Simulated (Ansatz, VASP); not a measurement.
## One calculation of PtSe2, two programs

```
Pt Se
1.0
     3.72865    0.00000    0.00000
    -1.86433    3.22911    0.00000
     0.00000    0.00000    5.22439
Pt Se
1 2
Direct
  0.00000 0.00000 0.00000
  0.33333 0.66667 0.24844
  0.66667 0.33333 0.75156
```

Change from the starting cell: uniaxial_z strain -1.0%.

Alike in both runs: task single point; functional PBE; k mesh 12 × 12 × 6; occupations fermi-dirac, width 0.02 eV; no spin polarisation.

```csv
,VASP,Ansatz
version,VASP 6.6.1,Ansatz 0.2.0
potentials or method,"VASP PAW PBE potentials, release 64 (Pt, Se)","plane waves, PAW"
plane-wave cutoff (eV),520,420
valence electrons in the cell,22,50
```

Ansatz gave:

* pressure (GPa): 4.1
* largest component of the traceless stress (GPa): 1.22
* rms of the force components (eV/Å): 0.084

Q: What did VASP give for the same quantities?

A: Pressure (GPa): 4.0; largest component of the traceless stress (GPa): 1.23; rms of the force components (eV/Å): 0.085.

Atom by atom the forces differ by 0.002 eV/Å (rms over components). The two sets of potentials don't hold the same shells in valence.

The runs have no spin-orbit coupling, so splittings on Pt are missing.
